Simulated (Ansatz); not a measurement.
# C: the cost of one run

Method: DFT PBEsol, scalar-relativistic, plane waves, PAW, in Ansatz 0.2.0.

1 further run of the same task is left out (set aside as unsound or not needed).

### Step 1. The starting structure

It takes space group R-3m (No. 166, trigonal). Conventional cell: a = 2.460 Å, b = 2.460 Å, c = 33.450 Å, α = 90.00°, β = 90.00°, γ = 120.00°. C (site symmetry 3m) has 3 C at 1.42 Å as nearest neighbours.

As a file:

```xyz
4
Lattice="1.2300 0.7101 11.1500 -1.2300 0.7101 11.1500 0.0000 -1.4203 11.1500" Properties=species:S:1:pos:R:3 pbc="T T T"
C     0.0000    0.0000    1.6725
C     0.0000    0.0000   31.7775
C     0.0000    0.0000    9.4663
C     0.0000    0.0000   23.9837
```

The structure comes from the Crystallography Open Database.

### Step 6. The grid

The energy is mapped over the lattice constants a and c of the conventional cell.

First coordinate, lattice constant a (and b): 5 values from 2.287 to 2.631 Å. Second coordinate, lattice constant c: 5 values from 29.62 to 37.70 Å.

Nothing else is relaxed (fractional coordinates fixed). Energies count from the relaxed crystal. Points are written as (first, second).

(The set-up runs are not shown.)

### Step 7. Point (2.287 Å, 33.66 Å)

input.yaml reads:

```yaml
crystal:
  lattice:
    - [1.14335, 0.6601134303, 11.2214552418]
    - [-1.14335, 0.6601134303, 11.2214552418]
    - [0.0, -1.3202268606, 11.2214552418]
  atoms:
    - { symbol: C, position: [0.0538785039, 0.0538785039, 0.0538785039] }
    - { symbol: C, position: [0.9461214961, 0.9461214961, 0.9461214961] }
    - { symbol: C, position: [0.2794448705, 0.2794448705, 0.2794448705] }
    - { symbol: C, position: [0.7205551295, 0.7205551295, 0.7205551295] }
basis:
  ecutwfc: 520.0
kpoints:
  mp_grid: { grid: [18, 18, 18] }
hamiltonian:
  xc: pbesol
scf:
  occupations: { method: gaussian, width: 0.15 }
output:
  forces: true
  stress: true
  eigenvalues: true
```

The run is started by

```
$ ansatz run input.yaml --threads 1 --pin off --max-ram 2048MiB --backend cpu --events-out ev --progress --plain --runs-dir out
```

Q: Estimate wall time and peak memory on 1 thread of Intel Xeon 6975P-C (Granite Rapids), shared host.

About 14 s, with a peak of 0.71 GiB.
